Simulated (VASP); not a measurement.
# Si3N4 (I-43d) in VASP: a series of runs, part 2 of 2

VASP 6.6.1. The steps go on from the part before.

## (3) Relaxation of cell and atoms, PBE

This run uses another cell than the first one, of 9.75 Å³/atom, 1.006 times its volume.

INCAR reads:

```
SYSTEM = Si3N4
PREC = Accurate
ENCUT = 520
EDIFF = 1E-7
ISMEAR = 0
SIGMA = 0.1
LREAL = .False.
LASPH = .True.
NELM = 120
ALGO = Normal
ISIF = 3
LWAVE = .False.
LCHARG = .False.
GGA = PE
IBRION = 2
NSW = 60
EDIFFG = -0.005
POTIM = 0.3
KPAR = 8
```

KPOINTS reads:

```
regular mesh
0
Gamma
  6 6 6
  0 0 0
```

POSCAR reads:

```
Si3N4                                   
1.0
   -3.2439947530      3.2439947530      3.2439947530
    3.2439947530     -3.2439947530      3.2439947530
    3.2439947530      3.2439947530     -3.2439947530
  Si              N             
     6     8
Direct
     0.2500000000000000    0.1250000000000000    0.8750000000000000
     0.8750000000000000    0.2500000000000000    0.1250000000000000
     0.7500000000000000    0.3750000000000000    0.6250000000000000
     0.6250000000000000    0.7500000000000000    0.3750000000000000
     0.1250000000000000    0.8750000000000000    0.2500000000000000
     0.3750000000000000    0.6250000000000000    0.7500000000000000
     0.5627425663283389    0.5627425663283389    0.5627425663283389
     0.4372574336716613    0.5000000000000000    0.0000000000000000
     0.5000000000000000    0.0000000000000000    0.9372574336716611
     0.0000000000000000    0.4372574336716613    0.5000000000000000
     0.9372574336716611    0.5000000000000000    0.0000000000000000
     0.0627425663283388    0.0627425663283388    0.0627425663283388
     0.0000000000000000    0.9372574336716611    0.5000000000000000
     0.5000000000000000    0.0000000000000000    0.4372574336716613
```

Potentials or basis: VASP PAW PBE potentials, release 64 (Si, N).

Started as:

```console
$ cat potpaw_PBE.64/Si/POTCAR potpaw_PBE.64/N/POTCAR > POTCAR
$ mpirun -np 8 vasp_std > vasp.out
```

OUTCAR:

```text
SYSTEM = Si3N4
   PREC = Accurate
   ENCUT = 520
   EDIFF = 1E-7
   ISMEAR = 0
   LREAL = .False.
   LASPH = .True.
   NELM = 120
   ISIF = 3
   GGA = PE
   IBRION = 2
   NSW = 60
   EDIFFG = -0.005
   POTIM = 0.3

 ion  position               nearest neighbor table
   1  0.250  0.125  0.875-  12 1.76   9 1.76  13 1.76   8 1.76   6 3.03   2 3.03   4 3.03   2 3.03
                             5 3.03   5 3.03   6 3.03   4 3.03
   2  0.875  0.250  0.125-   9 1.76  11 1.76  10 1.76  12 1.76   5 3.03   6 3.03   1 3.03   3 3.03
                             5 3.03   3 3.03   1 3.03   6 3.03
   3  0.750  0.375  0.625-  10 1.76  14 1.76  11 1.76   7 1.76   6 3.03   5 3.03   2 3.03   4 3.03
                             6 3.03   2 3.03   4 3.03   5 3.03
   4  0.625  0.750  0.375-   7 1.76   8 1.76  14 1.76  13 1.76   6 3.03   1 3.03   3 3.03   3 3.03
                             5 3.03   6 3.03   1 3.03   5 3.03
   5  0.125  0.875  0.250-  12 1.76  13 1.76  14 1.76  11 1.76   2 3.03   3 3.03   1 3.03   1 3.03
                             2 3.03   4 3.03   3 3.03   4 3.03
   6  0.375  0.625  0.750-   7 1.76   8 1.76   9 1.76  10 1.76   3 3.03   2 3.03   4 3.03   1 3.03
                             3 3.03   1 3.03   4 3.03   2 3.03
   7  0.563  0.563  0.563-   4 1.76   6 1.76   3 1.76
   8  0.437  0.500  0.000-   6 1.76   4 1.76   1 1.76
   9  0.500  0.000  0.937-   2 1.76   6 1.76   1 1.76
  10  0.000  0.437  0.500-   3 1.76   2 1.76   6 1.76
  11  0.937  0.500  0.000-   2 1.76   3 1.76   5 1.76
  12  0.063  0.063  0.063-   1 1.76   5 1.76   2 1.76
  13  0.000  0.937  0.500-   5 1.76   1 1.76   4 1.76
  14  0.500  0.000  0.437-   3 1.76   5 1.76   4 1.76

  LATTYP: Found a body centered cubic cell.
 ALAT       =     6.4879895060

  Lattice vectors:

 A1 = (  -3.2439947530,   3.2439947530,   3.2439947530)
 A2 = (   3.2439947530,  -3.2439947530,   3.2439947530)
 A3 = (   3.2439947530,   3.2439947530,  -3.2439947530)

Analysis of symmetry for initial positions (statically):
=====================================================================
 Subroutine PRICEL returns:
 Original cell was already a primitive cell.

 Routine SETGRP: Setting up the symmetry group for a
 body centered cubic supercell.

 Subroutine GETGRP returns: Found 24 space group operations
 (whereof  3 operations were pure point group operations)
 out of a pool of 48 trial point group operations.

The static configuration has the point symmetry C_3 .
 The point group associated with its full space group is T_d .

Analysis of symmetry for dynamics (positions and initial velocities):
=====================================================================
 Subroutine PRICEL returns:
 Original cell was already a primitive cell.

 Routine SETGRP: Setting up the symmetry group for a
 body centered cubic supercell.

 Subroutine GETGRP returns: Found 24 space group operations
 (whereof  3 operations were pure point group operations)
 out of a pool of 48 trial point group operations.

The dynamic configuration has the point symmetry C_3 .
 The point group associated with its full space group is T_d .

 Subroutine INISYM returns: Found 24 space group operations
 (whereof  3 operations are pure point group operations),
 and found     1 'primitive' translations

----------------------------------------------------------------------------------------

                                     Primitive cell

[... 98 lines left out ...]
   ICHARG =      2    charge: 1-file 2-atom 10-const
   ISPIN  =      1    spin polarized calculation?
   LNONCOLLINEAR =      F non collinear calculations
   LSORBIT =      F    spin-orbit coupling
   LASPH  =      T    aspherical Exc in radial PAW
   ENCUT  =  520.0 eV  38.22 Ry    6.18 a.u.  10.45 10.45 10.45*2*pi/ulx,y,z
   NELM   =    120;   NELMIN=  2; NELMDL= -5     # of ELM steps
   EDIFF  = 0.1E-06   stopping-criterion for ELM
   LREAL  =      F    real-space projection
   EDIFFG = -.5E-02   stopping-criterion for IOM
   NSW    =     60    number of steps for IOM
   IBRION =      2    ionic relax: 0-MD 1-quasi-New 2-CG
   NFREE  =      1    steps in history (QN), initial steepest desc. (CG)
   ISIF   =      3    stress and relaxation
   ISYM   =      2    0-nonsym 1-usesym 2-fastsym
   POTIM  = 0.3000    time-step for ionic-motion
   TEBEG  =    0.0;   TEEND  =   0.0 temperature during run
   PSTRESS=    0.0 pullay stress
   NELECT =      64.0000    total number of electrons
   NUPDOWN=      -1.0000    fix difference up-down
   EMIN   =  10.00;   EMAX   =-10.00  energy-range for DOS
   EFERMI =   0.00;   METHOD = LEGACY
   ISMEAR =     0;   SIGMA  =   0.10  broadening in eV -4-tet -1-fermi 0-gaus
   EFERMI_NEDOS =   21; number of points for ismear=-14 and -15
   IALGO  =     38    algorithm
   IMIX   =      4    mixing-type and parameters
     AMIX     =   0.40;   BMIX     =  1.00
     AMIX_MAG =   1.60;   BMIX_MAG =  1.00
  volume/ion in A,a.u.               =       9.75        65.82
  Fermi-wavevector in a.u.,A,eV,Ry     =   1.271651  2.403072 22.001938  1.617097
  Thomas-Fermi vector in A             =   2.404573
   LORBIT       =      0    0 simple, 1 ext, 2 COOP (PROOUT), +10 PAW based schemes
   GGA     = PE    functional components
   LHFCALC =     F    Hartree Fock is set to
   AEXX    =    0.0000 exact exchange contribution
   IVDW    =     0    specifies the selected vdW correction
   LEPSILON=     F    determine dielectric tensor
   LRPA    =     F    only Hartree local field effects (RPA)
 conjugate gradient relaxation of ions
 non-spin polarized calculation
 Gauss-broadening in eV      SIGMA  =   0.10
  energy-cutoff  :      520.00
  volume of cell :      136.55
 maximum number of plane-waves:      3695
 NGX is ok and might be reduce to    42
   NGX = 21   NGY = 21   NGZ = 21

 number of electron      63.9999999 magnetization

 Free energy of the ion-electron system (eV)
  ---------------------------------------------------
  ext. energy  EPLUGINS =         0.00000000
  ---------------------------------------------------
  free energy    TOTEN  =      -113.15156973 eV

  energy without entropy =     -113.15156973  energy(sigma->0) =     -113.15156973

 E-fermi :   8.0810     XC(G=0): -11.3496

 val. band max:        7.6345344879   @ k =   0.3333   0.3333   0.0000
 cond. band min:      11.6784929737   @ k =  -0.1667   0.1667   0.1667
 fundamental gap:      4.0439584859
 Fermi energy:         8.0809503776

 k-point     1 :       0.0000    0.0000    0.0000
  band No.  band energies     occupation
      1     -10.4998      2.00000
      2      -7.6501      2.00000
      3      -7.6501      2.00000
      4      -7.6501      2.00000
      5      -7.1358      2.00000
      6      -7.1358      2.00000
[... 677 lines left out ...]
     39      16.1158      0.00000
     40      16.1158      0.00000

------------------------ aborting loop because EDIFF is reached ----------------------------------------

  FORCE on cell =-STRESS in cart. coord.  units (eV):
  Direction    XX          YY          ZZ          XY          YZ          ZX
  --------------------------------------------------------------------------------------
  -------------------------------------------------------------------------------------
  Total        0.0085821      0.0085821      0.0085821      0.0000000     -0.0000000      0.0000000
  in kB        0.1006938      0.1006938      0.1006938      0.0000000     -0.0000000      0.0000000
  external PRESSURE =       0.1006938 kB  Pullay stress =       0.0000000 kB

 VOLUME and BASIS-vectors are now :
 -----------------------------------------------------------------------------
  energy-cutoff  :      520.00
  volume of cell :      136.55
      direct lattice vectors                 reciprocal lattice vectors
    -3.243994753  3.243994753  3.243994753     0.000000000  0.154130952  0.154130952
     3.243994753 -3.243994753  3.243994753     0.154130952  0.000000000  0.154130952
     3.243994753  3.243994753 -3.243994753     0.154130952  0.154130952  0.000000000

 POSITION                                       TOTAL-FORCE (eV/Angst)
 -----------------------------------------------------------------------------------
      2.43300      3.24399     -1.62200        -0.000000     -0.000000     -0.000000
     -1.62200      2.43300      3.24399         0.000000     -0.000000     -0.000000
      0.81100      3.24399      1.62200         0.000000     -0.000000     -0.000000
      1.62200      0.81100      3.24399         0.000000     -0.000000     -0.000000
      3.24399     -1.62200      2.43300         0.000000     -0.000000     -0.000000
      3.24399      1.62200      0.81100        -0.000000     -0.000000     -0.000000
      1.82553      1.82553      1.82553         0.000536      0.000536      0.000536
      0.20354     -0.20354      3.04046         0.000536     -0.000536     -0.000536
      1.41846      4.66246     -1.41846        -0.000536     -0.000536      0.000536
      3.04046      0.20354     -0.20354        -0.000536      0.000536     -0.000536
     -1.41846      1.41846      4.66246         0.000536     -0.000536     -0.000536
      0.20354      0.20354      0.20354         0.000536      0.000536      0.000536
      4.66246     -1.41846      1.41846        -0.000536      0.000536     -0.000536
     -0.20354      3.04046      0.20354        -0.000536     -0.000536      0.000536
 -----------------------------------------------------------------------------------
    total drift:                                0.000001      0.000001      0.000001

  FREE ENERGIE OF THE ION-ELECTRON SYSTEM (eV)
  ---------------------------------------------------
  free  energy   TOTEN  =      -113.1515697258 eV

  energy  without entropy=     -113.1515697258  energy(sigma->0) =     -113.15156973

 reached required accuracy - stopping structural energy minimisation
```

Wall time 40 s (8 MPI ranks of Intel Xeon Platinum 8259CL at 2.50GHz (Skylake/Cascade Lake), shared host); peak memory 0.31 GiB.

Results:

```yaml
Free_energy: -113.1516 eV
Pressure_after_relaxing: 0.0 GPa
Band_gap_on_the_k_mesh: 4.04 eV, indirect (least direct gap 4.23 eV)
```

Final structure:
```yaml
crystal:
  lattice:
    - [-3.24399, 3.24399, 3.24399]
    - [3.24399, -3.24399, 3.24399]
    - [3.24399, 3.24399, -3.24399]
  atoms:
    - { symbol: Si, position: [0.25000, 0.12500, 0.87500] }
    - { symbol: Si, position: [0.87500, 0.25000, 0.12500] }
    - { symbol: Si, position: [0.75000, 0.37500, 0.62500] }
    - { symbol: Si, position: [0.62500, 0.75000, 0.37500] }
    - { symbol: Si, position: [0.12500, 0.87500, 0.25000] }
    - { symbol: Si, position: [0.37500, 0.62500, 0.75000] }
    - { symbol: N, position: [0.56274, 0.56274, 0.56274] }
    - { symbol: N, position: [0.43726, 0.50000, 0.00000] }
    - { symbol: N, position: [0.50000, 0.00000, 0.93726] }
    - { symbol: N, position: [0.00000, 0.43726, 0.50000] }
    - { symbol: N, position: [0.93726, 0.50000, 0.00000] }
    - { symbol: N, position: [0.06274, 0.06274, 0.06274] }
    - { symbol: N, position: [0.00000, 0.93726, 0.50000] }
    - { symbol: N, position: [0.50000, 0.00000, 0.43726] }
```

Levels at points of the mesh, in eV from the valence-band top:
| k point | band 29 | band 30 | band 31 | band 32 | band 33 | band 34 | band 35 | band 36 |
| --- | --- | --- | --- | --- | --- | --- | --- | --- |
| (0.00, 0.00, 0.00) | -0.16 | -0.16 | -0.16 | -0.06 | 4.61 | 4.62 | 4.62 | 4.63 |
| (0.50, 0.00, 0.00) | -1.27 | -1.27 | -0.02 | -0.02 | 4.95 | 4.95 | 5.89 | 5.89 |
| (0.50, 0.50, 0.50) | -1.90 | -1.90 | -1.19 | -1.19 | 5.39 | 5.39 | 5.39 | 5.39 |

Caveat: the relaxation stopped at its first step, so nothing moved.
